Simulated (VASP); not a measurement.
# Tl (Im-3m) in VASP: further runs, part 2 of 2

VASP 6.6.1. Earlier steps stand in the parts before.

## (3) Single point, LDA

The input, INCAR:

```
SYSTEM = Tl
PREC = Accurate
ENCUT = 520
EDIFF = 1E-6
ISMEAR = 0
SIGMA = 0.1
LREAL = .False.
LASPH = .True.
NELM = 80
ALGO = Normal
ISIF = 2
LWAVE = .False.
LCHARG = .False.
```

The input, KPOINTS:

```
regular mesh
0
Gamma
  10 10 10
  0 0 0
```

The input, POSCAR:

```
Tl
1.0
   -1.9559951735      1.9559951735      1.9559951735
    1.9559951735     -1.9559951735      1.9559951735
    1.9559951735      1.9559951735     -1.9559951735
Tl
1
Direct
    0.0000000000      0.0000000000      0.0000000000
```

Potentials or basis: VASP PAW LDA potentials, release 64 (Tl_d).

Command:

```sh
> cat potpaw_LDA.64/Tl_d/POTCAR > POTCAR
> mpirun -np 1 vasp_std > vasp.out
```

OUTCAR:

```text
SYSTEM = Tl
   PREC = Accurate
   ENCUT = 520
   EDIFF = 1E-6
   ISMEAR = 0
   LREAL = .False.
   LASPH = .True.
   NELM = 80
   ISIF = 2

 ion  position               nearest neighbor table
   1  0.000  0.000  0.000-

  LATTYP: Found a body centered cubic cell.
 ALAT       =     3.9119903470

  Lattice vectors:

 A1 = (  -1.9559951735,   1.9559951735,   1.9559951735)
 A2 = (   1.9559951735,  -1.9559951735,   1.9559951735)
 A3 = (   1.9559951735,   1.9559951735,  -1.9559951735)

Analysis of symmetry for initial positions (statically):
=====================================================================
 Subroutine PRICEL returns:
 Original cell was already a primitive cell.

 Routine SETGRP: Setting up the symmetry group for a
 body centered cubic supercell.

 Subroutine GETGRP returns: Found 48 space group operations
 (whereof 48 operations were pure point group operations)
 out of a pool of 48 trial point group operations.

The static configuration has the point symmetry O_h .

Analysis of symmetry for dynamics (positions and initial velocities):
=====================================================================
 Subroutine PRICEL returns:
 Original cell was already a primitive cell.

 Routine SETGRP: Setting up the symmetry group for a
 body centered cubic supercell.

 Subroutine GETGRP returns: Found 48 space group operations
 (whereof 48 operations were pure point group operations)
 out of a pool of 48 trial point group operations.

The dynamic configuration has the point symmetry O_h .

 Subroutine INISYM returns: Found 48 space group operations
 (whereof 48 operations are pure point group operations),
 and found     1 'primitive' translations

----------------------------------------------------------------------------------------

                                     Primitive cell
[... 134 lines left out ...]
  Thomas-Fermi vector in A             =   2.374222
   LORBIT       =      0    0 simple, 1 ext, 2 COOP (PROOUT), +10 PAW based schemes
   GGA     = CA    functional components
   LHFCALC =     F    Hartree Fock is set to
   AEXX    =    0.0000 exact exchange contribution
   IVDW    =     0    specifies the selected vdW correction
   LEPSILON=     F    determine dielectric tensor
   LRPA    =     F    only Hartree local field effects (RPA)
 non-spin polarized calculation
 Gauss-broadening in eV      SIGMA  =   0.10
  energy-cutoff  :      520.00
  volume of cell :       29.93
 maximum number of plane-waves:       818
 NGX is ok and might be reduce to    28
   NGX = 13   NGY = 13   NGZ = 13

 number of electron      13.0000004 magnetization

 Free energy of the ion-electron system (eV)
  ---------------------------------------------------
  ext. energy  EPLUGINS =         0.00000000
  ---------------------------------------------------
  free energy    TOTEN  =        -2.91316340 eV

  energy without entropy =       -2.91129981  energy(sigma->0) =       -2.91223160

 E-fermi :   5.7368     XC(G=0): -10.2824

 val. band max:        5.6900862055   @ k =   0.3000   0.3000   0.1000
 cond. band min:       5.9133345727   @ k =  -0.4000  -0.4000   0.2000
 fundamental gap:      0.2232483672
 Fermi energy:         5.7368438935

 k-point     1 :       0.0000    0.0000    0.0000
  band No.  band energies     occupation
      1      -5.7467      2.00000
      2      -5.7467      2.00000
      3      -5.7467      2.00000
      4      -5.3526      2.00000
      5      -5.3526      2.00000
      6      -3.9457      2.00000
      7      16.0936      0.00000
      8      16.0936      0.00000
      9      16.0936      0.00000
     10      18.0616      0.00000
[... 495 lines left out ...]
 k-point    40 :      -0.4000   -0.4000    0.2000
  band No.  band energies     occupation
      1      -5.7190      2.00000
      2      -5.7190      2.00000
      3      -5.6060      2.00000
      4      -5.2246      2.00000
      5      -5.2246      2.00000
      6       2.0560      2.00000
      7       5.9133      0.01256
      8       5.9133      0.01256
      9      12.0925      0.00000
     10      15.4028      0.00000

 [... further k-points ...]

------------------------ aborting loop because EDIFF is reached ----------------------------------------

  FORCE on cell =-STRESS in cart. coord.  units (eV):
  Direction    XX          YY          ZZ          XY          YZ          ZX
  --------------------------------------------------------------------------------------
  -------------------------------------------------------------------------------------
  Total       -0.5860753     -0.5860753     -0.5860753      0.0000000     -0.0000000     -0.0000000
  in kB      -31.3690017    -31.3690017    -31.3690017      0.0000000     -0.0000000     -0.0000000
  external PRESSURE =     -31.3690017 kB  Pullay stress =       0.0000000 kB

 VOLUME and BASIS-vectors are now :
 -----------------------------------------------------------------------------
  energy-cutoff  :      520.00
  volume of cell :       29.93
      direct lattice vectors                 reciprocal lattice vectors
    -1.955995174  1.955995174  1.955995174     0.000000000  0.255624353  0.255624353
     1.955995174 -1.955995174  1.955995174     0.255624353  0.000000000  0.255624353
     1.955995174  1.955995174 -1.955995174     0.255624353  0.255624353  0.000000000

 POSITION                                       TOTAL-FORCE (eV/Angst)
 -----------------------------------------------------------------------------------
      0.00000      0.00000      0.00000        -0.000000      0.000000      0.000000
 -----------------------------------------------------------------------------------
    total drift:                               -0.000000     -0.000000     -0.000000

  FREE ENERGIE OF THE ION-ELECTRON SYSTEM (eV)
  ---------------------------------------------------
  free  energy   TOTEN  =        -2.9131633960 eV

  energy  without entropy=       -2.9112998080  energy(sigma->0) =       -2.91223160
```

OSZICAR:

```text
N       E                     dE             d eps       ncg     rms          rms(c)
DAV:   1     0.428824407098E+02    0.42882E+02   -0.68999E+03  1052   0.112E+03
DAV:   2    -0.250355014636E+01   -0.45386E+02   -0.44864E+02   980   0.216E+02
DAV:   3    -0.294122355033E+01   -0.43767E+00   -0.43726E+00  1074   0.201E+01
DAV:   4    -0.294327609690E+01   -0.20525E-02   -0.20525E-02  1040   0.159E+00
DAV:   5    -0.294330158920E+01   -0.25492E-04   -0.25492E-04  1082   0.172E-01    0.191E+00
DAV:   6    -0.291822171635E+01    0.25080E-01   -0.47602E-02   996   0.219E+00    0.137E+00
DAV:   7    -0.291357251449E+01    0.46492E-02   -0.13739E-02   996   0.113E+00    0.598E-01
DAV:   8    -0.291316244652E+01    0.41007E-03   -0.37708E-04  1038   0.239E-01    0.266E-02
DAV:   9    -0.291316339595E+01   -0.94943E-06   -0.17286E-06   832   0.168E-02
   1 F= -.29131634E+01 E0= -.29122316E+01  d E =-.186359E-02
```

stdout:

```text
POSCAR found type information on POSCAR Tl
 POSCAR found :  1 types and       1 ions
 scaLAPACK will be used
 LDA part: xc-table for (Slater(with rela. corr.)+CA(PZ))
 , standard interpolation
 POSCAR, INCAR and KPOINTS ok, starting setup
 FFT: planning ... GRIDC
 FFT: planning ... GRID_SOFT
 FFT: planning ... GRID
 WAVECAR not read
 entering main loop
```

It took 17 s on 1 thread of Intel Xeon Platinum 8488C (Sapphire Rapids), shared host; peak memory 0.14 GiB.

Results:

```yaml
Free_energy: -2.9132 eV
Pressure: -3.1 GPa
Band_gap_on_the_k_mesh: none (metal or under the smearing width)
```

Levels at points of the mesh, in eV from the Fermi level:
```
           k point  band 2  band 3  band 4  band 5  band 6  band 7  band 8  band 9  band 10
(0.00, 0.00, 0.00)  -11.48  -11.48  -11.09  -11.09   -9.68   10.36   10.36   10.36    12.32
(0.50, 0.00, 0.00)  -11.61  -11.12  -11.09  -10.83   -4.98   -2.49    5.65    7.06     9.89
(0.50, 0.50, 0.50)  -11.66  -10.90  -10.90  -10.90   -1.78    1.48    1.48    1.48     6.50
```

## (4) Single point, LDA

The input, run.py:

```python
from ase import Atoms
from ase.calculators.vasp import Vasp
from ase.dft.bandgap import bandgap

atoms = Atoms(
    ['Tl'],
    cell=[[-1.9559951735, 1.9559951735, 1.9559951735], [1.9559951735, -1.9559951735, 1.9559951735], [1.9559951735, 1.9559951735, -1.9559951735]],
    scaled_positions=[[0.0, 0.0, 0.0]],
    pbc=True,
)
calc = Vasp(
    directory='calc',
    xc='lda',
    pp='LDA',
    setups='materialsproject',
    prec='Accurate',
    encut=520,
    ediff=1e-06,
    ismear=0,
    sigma=0.1,
    lreal=False,
    lasph=True,
    nelm=80,
    algo='Normal',
    isif=2,
    lwave=False,
    lcharg=False,
    kpts=[10, 10, 10],
    gamma=True,
    nbands=12,
)
atoms.calc = calc

print('energy (eV):', atoms.get_potential_energy())
print('free energy (eV):', atoms.get_potential_energy(force_consistent=True))
print('forces (eV/A):')
print(atoms.get_forces())
print('stress (eV/A^3, Voigt):', atoms.get_stress())
print('Fermi level (eV):', calc.get_fermi_level())
gap, top, bottom = bandgap(calc)
print('band gap (eV):', gap, 'from (spin, k, band)', top, 'to', bottom)
```

Potentials or basis: VASP PAW LDA potentials, release 64 (Tl_d).

Command:

```sh
> python run.py
```

The log of the run:

```text
energy (eV): -2.9122317
free energy (eV): -2.9131635
forces (eV/A):
[[-0. -0.  0.]]
stress (eV/A^3, Voigt): [ 0.01952397  0.01952397  0.01952397 -0.          0.          0.        ]
Fermi level (eV): 5.73684583
band gap (eV): 0.0 from (spin, k, band) (None, None, None) to (None, None, None)
```

OUTCAR:

```text
ENCUT = 520.000000
   EDIFF = 1.00e-06
   PREC = Accurate
   ISIF = 2
   ISMEAR = 0
   NELM = 80
[... 839 lines left out ...]
 POSITION                                       TOTAL-FORCE (eV/Angst)
 -----------------------------------------------------------------------------------
      0.00000      0.00000      0.00000        -0.000000     -0.000000      0.000000
 -----------------------------------------------------------------------------------
    total drift:                               -0.000000     -0.000000     -0.000000

  FREE ENERGIE OF THE ION-ELECTRON SYSTEM (eV)
  ---------------------------------------------------
  free  energy   TOTEN  =        -2.9131634962 eV

  energy  without entropy=       -2.9112999092  energy(sigma->0) =       -2.91223170
```

INCAR:

```text
ENCUT = 520.000000
SIGMA = 0.100000
EDIFF = 1.00e-06
ALGO = Normal
PREC = Accurate
ISIF = 2
ISMEAR = 0
NBANDS = 12
NELM = 80
LASPH = .TRUE.
LCHARG = .FALSE.
LWAVE = .FALSE.
LREAL = .FALSE.
```

Wall time 26 s (1 thread of Intel Xeon Platinum 8488C (Sapphire Rapids), shared host); peak memory 0.14 GiB.

What came out:

```
Free energy            : -2.9132 eV
Pressure               : -3.1 GPa
Band gap on the k mesh : none (metal or under the smearing width)
```

## (5) The reference run

An earlier run on the cell as given: functional PBE; potentials or basis VASP PAW PBE potentials, release 64 (Tl_d); cutoff 520 eV; k mesh 10 × 10 × 10; occupations fermi-dirac, width 0.05 eV; no spin polarisation.

- Pressure: 1.3 GPa
- Band gap on the k mesh: none (metal or under the smearing width)

## (6) Overview

```csv
level,potentials or basis,cell,cutoff (eV),smearing,gap on the mesh (eV),pressure (GPa)
PBEsol+D3(BJ),"VASP PAW PBE potentials, release 64 (Tl)",volume scaled by 1.04,500,methfessel-paxton 0.1 eV,none,-4.6
LDA,"VASP PAW LDA potentials, release 64 (Tl_d)",as given,520,gaussian 0.1 eV,none,-3.1
PBE,"VASP PAW PBE potentials, release 64 (Tl_d)",as given,520,fermi-dirac 0.05 eV,none,1.3
```

Alike in all rows: task single point; no spin polarisation; k mesh 10 × 10 × 10.

Caveats: the PAW data sets were made with another functional, which shifts forces and pressure a little (some runs); pairwise dispersion overbinds metals, which lowers pressure and volume (some runs).

Absolute energies hang on the potentials; compare differences alone.
